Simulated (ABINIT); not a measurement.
# Ge (Pm-3m) in ABINIT: reference runs

Aim: a first look at Ge with PBE, on the cell as given and on a disturbed one.

Program: ABINIT 10.8.3 (patched build). These are calculated values, not measurements. Logs are shortened: lines on timing, memory, paths and dates and some standing lists are left out, and cuts for length are marked. The log counts tension as positive stress, the text compression.

## 1. Starting point

Symmetry: Pm-3m, No. 221, cubic system. The conventional cell has a = 2.710 Å, b = 2.710 Å, c = 2.710 Å, α = 90.00°, β = 90.00°, γ = 90.00°. Ge (site symmetry m-3m) has 6 Ge at 2.71 Å as nearest neighbours.

The cell was built by a generator and needn't be a form met in nature.

## 2. Single point, PBE

Contents of run.abi:

```
pp_dirpath "./"
pseudos "Ge.GGA_PBE-JTH.xml"

structure "poscar:POSCAR"
natom 1

ecut 22.0
pawecutdg 44.0
pawxcdev 0

kptopt 1
ngkpt 10 10 10
nshiftk 1
shiftk 0.0 0.0 0.0

ixc 11

nband 11
occopt 3
tsmear 0.00183747

nstep 100
tolvrs 1.0e-9

iomode 3
prtwf 0
prteig 0
prtebands 0
prtden 1
prtvha 1
prtvclmb 1
prtpot 1
```

Contents of POSCAR:

```
Ge
1.0
    2.7104700000      0.0000000000      0.0000000000
    0.0000000000      2.7104700000      0.0000000000
    0.0000000000      0.0000000000      2.7104700000
Ge
1
Direct
    0.0000000000      0.0000000000      0.0000000000  Ge
```

Potentials or basis: JTH PAW PBE v2.0.

Launch:

```console
> abinit run.abi > log 2>&1
```

run.abo:

```text
.Version 10.8.3 of ABINIT
 Symmetries : space group Pm -3 m (#221); Bravais cP (primitive cubic)
================================================================================
 Values of the parameters that define the memory need of the present run
     intxc =       0    ionmov =       0      iscf =      17    lmnmax =      18
     lnmax =       6     mgfft =      24  mpssoang =       3    mqgrid =    3001
     natom =       1  nloc_mem =       2    nspden =       1   nspinor =       1
    nsppol =       1      nsym =      48    n1xccc =       1    ntypat =       1
    occopt =       3   xclevel =       2
       mpw =         679          nfft =       13824          nkpt =          56
 PAW method is used; the additional fine FFT grid is defined by:
   mgfftf=        32    nfftf =     32768
================================================================================
================================================================================

--------------------------------------------------------------------------------
------------- Echo of variables that govern the present computation ------------
--------------------------------------------------------------------------------
 -outvars: echo values of preprocessed input variables --------
            acell      1.0000000000E+00  1.0000000000E+00  1.0000000000E+00 Bohr
              amu      7.26100000E+01
             ecut      2.20000000E+01 Hartree
                       outvar_i_n : Printing only first  50 k-points.
              ixc          11
                       outvar_i_n : Printing only first  50 k-points.
         kptrlatt       10    0    0      0   10    0      0    0   10
          kptrlen      5.12204597E+01
            natom           1
            nband          11
            ngfft          24      24      24
          ngfftdg          32      32      32
             nkpt          56
            nstep         100
             nsym          48
           ntypat           1
                       prtocc : prtvol=0, do not print more k-points.
           occopt           3
        pawecutdg      4.40000000E+01 Hartree
         pawxcdev           0
        prtebands           0
           prteig           0
           prtpot           1
         prtvclmb           1
           prtvha           1
            prtwf           0
            rprim      5.1220459725E+00  0.0000000000E+00  0.0000000000E+00
                       0.0000000000E+00  5.1220459725E+00  0.0000000000E+00
                       0.0000000000E+00  0.0000000000E+00  5.1220459725E+00
          spgroup         221
           tolvrs      1.00000000E-09
           tsmear      1.83747000E-03 Hartree
            typat      1
           useylm           1
                       outvars : Printing only first  50 k-points.
            znucl       32.00000

================================================================================

 chkinp: Checking input parameters for consistency.

================================================================================
== DATASET  1 ==================================================================

--- !DatasetInfo
iteration_state: {dtset: 1, }
dimensions: {natom: 1, nkpt: 56, mband: 11, nsppol: 1, nspinor: 1, nspden: 1, mpw: 679, }
cutoff_energies: {ecut:  22.0, pawecutdg:  44.0, }
electrons: {nelect:   1.40000000E+01, charge:   0.00000000E+00, occopt:   3.00000000E+00, tsmear:   1.83747000E-03, }
meta: {optdriver: 0, ionmov: 0, optcell: 0, iscf: 17, paral_kgb: 0, }
...

 Exchange-correlation functional for the present dataset will be:
  GGA: Perdew-Burke-Ernzerhof functional - ixc=11
  J.P.Perdew, K.Burke, M.Ernzerhof, PRL 77, 3865 (1996)

 Real(R)+Recip(G) space primitive vectors, cartesian coordinates (Bohr,Bohr^-1):
 R(1)=  5.1220460  0.0000000  0.0000000  G(1)=  0.1952345  0.0000000  0.0000000
 R(2)=  0.0000000  5.1220460  0.0000000  G(2)=  0.0000000  0.1952345  0.0000000
 R(3)=  0.0000000  0.0000000  5.1220460  G(3)=  0.0000000  0.0000000  0.1952345
 Unit cell volume ucvol=  1.3437869E+02 bohr^3
 Angles (23,13,12)=  9.00000000E+01  9.00000000E+01  9.00000000E+01 degrees

 Coarse grid specifications (used for wave-functions):

 getcut: wavevector=  0.0000  0.0000  0.0000  ngfft=  24  24  24
         ecut(hartree)=     22.000   => boxcut(ratio)=   2.21917

 getcut : COMMENT -
  Note that boxcut > 2.2 ; recall that boxcut=Gcut(box)/Gcut(sphere) = 2
  is sufficient for exact treatment of convolution.
  Such a large boxcut is a waste : you could raise ecut
  e.g. ecut=   27.086026 Hartrees makes boxcut=2

 Fine grid specifications (used for densities):

 getcut: wavevector=  0.0000  0.0000  0.0000  ngfft=  32  32  32
         ecut(hartree)=     44.000   => boxcut(ratio)=   2.09226

--- Pseudopotential description ------------------------------------------------
- pspini: atom type   1  psp file is ./Ge.GGA_PBE-JTH.xml
 Pseudopotential format is: paw10
 basis_size (lnmax)=  6 (lmn_size= 18), orbitals=   0   0   1   1   2   2
 Spheres core radius: rc_sph= 2.30476891
 Shapefunction is SIN type: shapef(r)=[sin(pi*r/rshp)/(pi*r/rshp)]**2
 Radius for shape functions =  1.99988291
 Compensation charge density is not taken into account in XC energy/potential

   2.83683711E+02                                ecore*ucvol(ha*bohr**3)
--------------------------------------------------------------------------------

================================================================================

--- !BeginCycle
iteration_state: {dtset: 1, }
solver: {iscf: 17, nstep: 100, nline: 4, wfoptalg: 10, }
tolerances: {tolvrs: 1.00E-09, }
...

     iter   Etot(hartree)      deltaE(h)  residm     nres2
 ETOT  1  -95.220386427534    -9.522E+01 4.091E+00 6.334E-01
 ETOT  2  -95.572277448686    -3.519E-01 2.448E-01 8.308E-02
 ETOT  3  -95.571892017115     3.854E-04 1.628E-01 1.900E-02
 ETOT  4  -95.571856052261     3.596E-05 1.709E-02 4.857E-03
 ETOT  5  -95.571835323413     2.073E-05 9.067E-03 4.405E-04
 ETOT  6  -95.571836444833    -1.121E-06 2.720E-02 4.803E-05
 ETOT  7  -95.571837136622    -6.918E-07 2.936E-03 4.093E-06
 ETOT  8  -95.571837191304    -5.468E-08 3.231E-03 4.499E-06
 ETOT  9  -95.571837102774     8.853E-08 4.174E-04 6.466E-07
 ETOT 10  -95.571837106135    -3.361E-09 1.679E-03 3.663E-07
 ETOT 11  -95.571837104966     1.169E-09 1.869E-04 2.601E-07
 ETOT 12  -95.571837103418     1.549E-09 9.906E-04 1.585E-09
 ETOT 13  -95.571837103510    -9.187E-11 7.659E-05 9.001E-10

 At SCF step   13       nres2   =  9.00E-10 < tolvrs=  1.00E-09 =>converged.

 Cartesian components of stress tensor (hartree/bohr^3)
  sigma(1 1)=  3.13124235E-05  sigma(3 2)=  0.00000000E+00
  sigma(2 2)=  3.13124235E-05  sigma(3 1)=  0.00000000E+00
  sigma(3 3)=  3.13124235E-05  sigma(2 1)=  0.00000000E+00

--- !ResultsGS
iteration_state: {dtset: 1, }
comment   : Summary of ground state results
lattice_vectors:
- [  5.1220460,   0.0000000,   0.0000000, ]
- [  0.0000000,   5.1220460,   0.0000000, ]
- [  0.0000000,   0.0000000,   5.1220460, ]
lattice_lengths: [   5.12205,    5.12205,    5.12205, ]
lattice_angles: [ 90.000,  90.000,  90.000, ] # degrees, (23, 13, 12)
lattice_volume:   1.3437869E+02
convergence: {deltae: -9.187E-11, res2:  9.001E-10, residm:  7.659E-05, diffor: null, }
etotal    :  -9.55718371E+01
entropy   :   0.00000000E+00
fermie    :   2.99956504E-01
cartesian_stress_tensor: # hartree/bohr^3
- [  3.13124235E-05,   0.00000000E+00,   0.00000000E+00, ]
- [  0.00000000E+00,   3.13124235E-05,   0.00000000E+00, ]
- [  0.00000000E+00,   0.00000000E+00,   3.13124235E-05, ]
pressure_GPa:  -9.2124E-01
xred      :
- [  0.0000E+00,   0.0000E+00,   0.0000E+00, Ge]
cartesian_forces: # hartree/bohr
- [ -0.00000000E+00,  -0.00000000E+00,  -0.00000000E+00, ]
force_length_stats: {min:   0.00000000E+00, max:   0.00000000E+00, mean:   0.00000000E+00, }
...

 Integrated electronic density in atomic spheres:
 ------------------------------------------------
 Atom  Sphere_radius  Integrated_density
    1        2.30477         12.23072264

================================================================================

 ----iterations are completed or convergence reached----

 Mean square residual over all n,k,spin=   30.718E-08; max=  76.586E-06
 reduced coordinates (array xred) for    1 atoms
       0.000000000000      0.000000000000      0.000000000000
 rms dE/dt=  0.0000E+00; max dE/dt=  0.0000E+00; dE/dt below (all hartree)
    1       0.000000000000      0.000000000000      0.000000000000

 cartesian coordinates (angstrom) at end:
    1      0.00000000000000     0.00000000000000     0.00000000000000

 cartesian forces (hartree/bohr) at end:
    1     -0.00000000000000    -0.00000000000000    -0.00000000000000
 frms,max,avg= 0.0000000E+00 0.0000000E+00   0.000E+00  0.000E+00  0.000E+00 h/b

 cartesian forces (eV/Angstrom) at end:
    1     -0.00000000000000    -0.00000000000000    -0.00000000000000
 frms,max,avg= 0.0000000E+00 0.0000000E+00   0.000E+00  0.000E+00  0.000E+00 e/A
 length scales=  1.000000000000  1.000000000000  1.000000000000 bohr
              =  0.529177210544  0.529177210544  0.529177210544 angstroms
 Fermi (or HOMO) energy (hartree) =   0.29996   Average Vxc (hartree)=  -0.37339
 Eigenvalues (hartree) for nkpt=  56  k points:
 kpt#   1, nband= 11, wtk=  0.00100, kpt=  0.0000  0.0000  0.0000 (reduced coord)
  -0.60663   -0.60663   -0.59772   -0.59772   -0.59772   -0.16853    0.54140    0.54140
   0.54140    0.66865    0.66865
      occupation numbers for kpt#   1
   2.00000    2.00000    2.00000    2.00000    2.00000    2.00000    0.00000    0.00000
   0.00000    0.00000    0.00000
 prteigrs : prtvol=0 or 1, do not print more k-points.

--- !EnergyTerms
iteration_state     : {dtset: 1, }
comment             : Components of total free energy in Hartree
kinetic             :  6.47710718460948E+00
hartree             :  1.83526683536988E+01
xc                  : -2.29420098188093E+00
Ewald energy        : -5.42859541836501E+01
psp_core            :  2.11107655602581E+00
local_psp           : -6.36378102729914E+01
PAW spherical_terms : -2.29460282395760E+00
internal            : -9.55717161681460E+01
'-kT*entropy'       : -1.12564436103301E-04
total_energy        : -9.55718287325821E+01
total_energy_eV     : -2.60064194587704E+03
...

--- !EnergyTermsDC
iteration_state     : {dtset: 1, }
comment             : '"Double-counting" decomposition of free energy'
band_energy         : -5.57178082105376E+00
Ewald energy        : -5.42859541836501E+01
psp_core            :  2.11107655602581E+00
xc_dc               : -1.77562814906797E+01
PAW spherical_terms : -2.00687845997158E+01
internal            : -9.55717245390736E+01
'-kT*entropy'       : -1.12564436103301E-04
total_energy_dc     : -9.55718371035097E+01
total_energy_dc_eV  : -2.60064217366158E+03
...

--- !EnergyTermsWithPAWCore
iteration_state     : {dtset: 1, }
comment             : 'Components of total free energy, including PAW core contributions'
Total energy        : -2.09899007282364E+03
Total energy DC     : -2.09899008119457E+03
Total energy (eV)   : -5.71164295980838E+04
Total energy DC (eV): -5.71164298258684E+04
...

 Cartesian components of stress tensor (hartree/bohr^3)
  sigma(1 1)=  3.13124235E-05  sigma(3 2)=  0.00000000E+00
  sigma(2 2)=  3.13124235E-05  sigma(3 1)=  0.00000000E+00
  sigma(3 3)=  3.13124235E-05  sigma(2 1)=  0.00000000E+00

-Cartesian components of stress tensor (GPa)         [Pressure= -9.2124E-01 GPa]
- sigma(1 1)=  9.21243307E-01  sigma(3 2)=  0.00000000E+00
- sigma(2 2)=  9.21243307E-01  sigma(3 1)=  0.00000000E+00
- sigma(3 3)=  9.21243307E-01  sigma(2 1)=  0.00000000E+00

== END DATASET(S) ==============================================================
================================================================================

 -outvars: echo values of variables after computation  --------
            acell      1.0000000000E+00  1.0000000000E+00  1.0000000000E+00 Bohr
           etotal     -9.5571837104E+01
            fcart     -0.0000000000E+00 -0.0000000000E+00 -0.0000000000E+00
            rprim      5.1220459725E+00  0.0000000000E+00  0.0000000000E+00
                       0.0000000000E+00  5.1220459725E+00  0.0000000000E+00
                       0.0000000000E+00  0.0000000000E+00  5.1220459725E+00
           strten      3.1312423546E-05  3.1312423546E-05  3.1312423546E-05
                       0.0000000000E+00  0.0000000000E+00  0.0000000000E+00
 Calculation completed.
```

It took 13 s on 1 thread of Arm Neoverse V1, shared host; peak memory 0.1 GiB.

Results:

- Free energy: -2600.6422 eV
- Pressure: -0.9 GPa
- Band gap on the k mesh: none (metal or under the smearing width)
- Valence electrons inside the program's atomic spheres: Ge 12.23 (radii [1.2196] Å)

## 3. Single point, PBE (cell strained at random at fixed volume)

Contents of run.abi:

```
pp_dirpath "./"
pseudos "Ge.GGA_PBE-JTH.xml"

acell 3*1.0 Angstrom
rprim
     2.6400700000    -0.0332010000    -0.0298520000
    -0.0332010000     2.7560120000    -0.0258190000
    -0.0298520000    -0.0258190000     2.7377650000
ntypat 1
znucl 32
natom 1
typat 1
xred
     0.0127240000     0.0051740000     0.0117070000
chkprim 0
chksymtnons 0
tolsym 1.0e-6

ecut 22.0
pawecutdg 44.0
pawxcdev 0

kptopt 1
ngkpt 10 10 10
nshiftk 1
shiftk 0.0 0.0 0.0

ixc 11

nband 11
occopt 3
tsmear 0.00183747

nstep 100
tolvrs 1.0e-9

iomode 3
prtwf 0
prtden 0
prteig 0
prtebands 0
enunit 2
```

Potentials or basis: JTH PAW PBE v2.0.

Launch:

```console
> abinit run.abi > log 2>&1
```

run.abo:

```text
.Version 10.8.3 of ABINIT
 Symmetries : space group P-1 (#  2); Bravais aP (primitive triclinic)
================================================================================
 Values of the parameters that define the memory need of the present run
     intxc =       0    ionmov =       0      iscf =      17    lmnmax =      18
     lnmax =       6     mgfft =      24  mpssoang =       3    mqgrid =    3001
     natom =       1  nloc_mem =       2    nspden =       1   nspinor =       1
    nsppol =       1      nsym =       2    n1xccc =       1    ntypat =       1
    occopt =       3   xclevel =       2
       mpw =         680          nfft =       13824          nkpt =         504
 PAW method is used; the additional fine FFT grid is defined by:
   mgfftf=        32    nfftf =     30720
================================================================================
================================================================================

[... 232 lines left out ...]
...

 Cartesian components of stress tensor (hartree/bohr^3)
  sigma(1 1)= -1.61375289E-04  sigma(3 2)= -5.58637973E-06
  sigma(2 2)=  1.29684908E-04  sigma(3 1)= -1.32269080E-05
  sigma(3 3)=  8.45425442E-05  sigma(2 1)= -1.55392592E-05

-Cartesian components of stress tensor (GPa)         [Pressure= -5.1832E-01 GPa]
- sigma(1 1)= -4.74782491E+00  sigma(3 2)= -1.64356966E-01
- sigma(2 2)=  3.81546172E+00  sigma(3 1)= -3.89149069E-01
- sigma(3 3)=  2.48732752E+00  sigma(2 1)= -4.57180789E-01

== END DATASET(S) ==============================================================
================================================================================

 -outvars: echo values of variables after computation  --------
            acell      1.8897261259E+00  1.8897261259E+00  1.8897261259E+00 Bohr
           etotal     -9.5571299452E+01
            fcart     -0.0000000000E+00 -0.0000000000E+00 -0.0000000000E+00
            rprim      2.6400700000E+00 -3.3201000000E-02 -2.9852000000E-02
                      -3.3201000000E-02  2.7560120000E+00 -2.5819000000E-02
                      -2.9852000000E-02 -2.5819000000E-02  2.7377650000E+00
           strten     -1.6137528865E-04  1.2968490786E-04  8.4542544166E-05
                      -5.5863797313E-06 -1.3226908006E-05 -1.5539259169E-05
           xangst      3.3070991342E-02  1.3534893531E-02  3.1537590501E-02
             xred      1.2724000000E-02  5.1740000000E-03  1.1707000000E-02
 Calculation completed.
```

Run time: 1.8 min. Hardware: 1 thread of Arm Neoverse V1, shared host; peak memory 0.23 GiB.

Results:

- Free energy: -2600.6275 eV
- Pressure: -0.5 GPa
- Band gap on the k mesh: none (metal or under the smearing width)
- Valence electrons inside the program's atomic spheres: Ge 12.23 (radii [1.2196] Å)

Stress tensor (GPa, compression positive):
```
 4.75  0.46  0.39
 0.46 -3.82  0.16
 0.39  0.16 -2.49
```

Levels at points of the mesh, in eV from the Fermi level:
| k point | band 5 | band 6 | band 7 | band 8 | band 9 | band 10 |
| --- | --- | --- | --- | --- | --- | --- |
| (0.00, 0.00, 0.00) | -24.39 | -12.73 | 5.97 | 6.23 | 7.64 | 9.67 |
| (0.50, 0.00, 0.00) | -24.41 | -8.57 | -5.56 | 9.13 | 9.40 | 13.14 |
| (0.00, 0.50, 0.00) | -24.39 | -9.27 | -5.56 | 8.83 | 10.24 | 13.12 |
| (0.50, 0.50, 0.00) | -24.32 | -4.89 | -2.81 | -2.09 | 3.31 | 11.94 |
| (0.00, 0.00, 0.50) | -24.39 | -9.17 | -5.56 | 8.67 | 10.32 | 13.07 |
| (0.50, 0.00, 0.50) | -24.31 | -4.77 | -2.73 | -2.10 | 3.34 | 11.77 |
| (0.00, 0.50, 0.50) | -24.34 | -5.55 | -2.80 | -2.49 | 3.12 | 12.86 |
| (0.50, 0.50, 0.50) | -24.30 | -0.56 | -0.14 | 0.41 | 0.78 | 6.67 |
